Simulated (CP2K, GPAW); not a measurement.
Given: the input of a run of GPAW 26.7.0 on PtS2. 

Contents of PtS2.xyz:

```xyz
3
Lattice="3.5432000000 0.0000000000 0.0000000000 -1.7716000000 3.0685012107 0.0000000000 0.0000000000 0.0000000000 5.0388000000" Properties=species:S:1:pos:R:3 pbc="T T T"
Pt     0.0000000000      0.0000000000      0.0000000000
S      1.7716000002      1.0228337368      3.8949924000
S     -0.0000000002      2.0456674739      1.1438076000
```

Potentials or basis: GPAW PAW data sets (gpaw-data 1.2.1), pw.

Run with:

```sh
$ OMP_NUM_THREADS=1 gpaw run PtS2.xyz -p 'mode=PW(600),xc=PBE,kpts={size:(9,9,5),gamma:True},occupations={name:fermi-dirac,width:0.05},nbands=26,convergence={density:1e-05,energy:1e-05},maxiter=150,txt=gpaw.txt' --properties efs -w gs.gpw
```

Set up the same calculation for CP2K 2026.2. Potentials or basis there: POTENTIAL_UZH Pt GTH-PBE-q18, S GTH-PBE-q6; TZVP-MOLOPT-PBE-GTH basis.

As run (cutoffs and basis follow the program's own potentials, and thresholds, step limits or extra output files can differ):

The input pts2_scf.inp:

```
&GLOBAL
  PROJECT pts2_scf
  RUN_TYPE ENERGY_FORCE
  PRINT_LEVEL LOW
&END GLOBAL
&FORCE_EVAL
  METHOD QS
  STRESS_TENSOR ANALYTICAL
  &DFT
    BASIS_SET_FILE_NAME BASIS_MOLOPT_UZH
    POTENTIAL_FILE_NAME POTENTIAL_UZH
    &MGRID
      CUTOFF 675
      REL_CUTOFF 60
      NGRIDS 4
    &END MGRID
    &QS
      METHOD GPW
      EPS_DEFAULT 1.0E-10
    &END QS
    &KPOINTS
      SCHEME MONKHORST-PACK 9 9 5
      GAMMA_CENTERED T
      SYMMETRY T
      SYMMETRY_BACKEND SPGLIB
    &END KPOINTS
    &SCF
      SCF_GUESS ATOMIC
      EPS_SCF 1.0E-6
      MAX_SCF 100
      ADDED_MOS 15
      CHOLESKY OFF
      EPS_EIGVAL 1.0E-7
      &DIAGONALIZATION ON
        ALGORITHM STANDARD
      &END DIAGONALIZATION
      &MIXING ON
        METHOD BROYDEN_MIXING
        ALPHA 0.4
        BETA 1.5
        NBUFFER 8
      &END MIXING
      &SMEAR ON
        METHOD FERMI_DIRAC
        ELECTRONIC_TEMPERATURE [K] 580.226
      &END SMEAR
    &END SCF
    &XC
      &XC_FUNCTIONAL PBE
      &END XC_FUNCTIONAL
    &END XC
    &PRINT
      &KPOINTS ON
      &END KPOINTS
      &MULLIKEN ON
      &END MULLIKEN
      &MO ON
        ENERGIES T
        OCCUPATION_NUMBERS T
        &EACH
          QS_SCF 0
        &END EACH
        ADD_LAST NUMERIC
      &END MO
    &END PRINT
  &END DFT
  &SUBSYS
    &CELL
      A 3.5432000000 0.0000000000 0.0000000000
      B -1.7716000000 3.0685012107 0.0000000000
      C 0.0000000000 0.0000000000 5.0388000000
      PERIODIC XYZ
    &END CELL
    &COORD
      SCALED
      Pt  0.0000000000 0.0000000000 0.0000000000
      S   0.6666666667 0.3333333333 0.7730000000
      S   0.3333333333 0.6666666667 0.2270000000
    &END COORD
    &KIND Pt
      BASIS_SET TZVP-MOLOPT-PBE-GTH-q18
      POTENTIAL GTH-PBE-q18
    &END KIND
    &KIND S
      BASIS_SET TZVP-MOLOPT-PBE-GTH-q6
      POTENTIAL GTH-PBE-q6
    &END KIND
    &PRINT
      &ATOMIC_COORDINATES ON
      &END ATOMIC_COORDINATES
      &CELL ON
      &END CELL
    &END PRINT
  &END SUBSYS
  &PRINT
    &FORCES ON
    &END FORCES
    &STRESS_TENSOR ON
    &END STRESS_TENSOR
  &END PRINT
&END FORCE_EVAL
```

Potentials or basis: POTENTIAL_UZH Pt GTH-PBE-q18, S GTH-PBE-q6; TZVP-MOLOPT-PBE-GTH basis.

Run with:

```sh
$ OMP_NUM_THREADS=1 cp2k.psmp -i pts2_scf.inp -o pts2_scf.out
```

Both were run:

|  | GPAW | CP2K |
| --- | --- | --- |
| Pressure | 11.7 GPa | 12.4 GPa |
| Largest force | 1.292 eV/Å | 1.419 eV/Å |

The potentials hold 28 and 30 valence electrons a cell.

The cell lies far from this level's equilibrium.

Pressure is positive in compression.
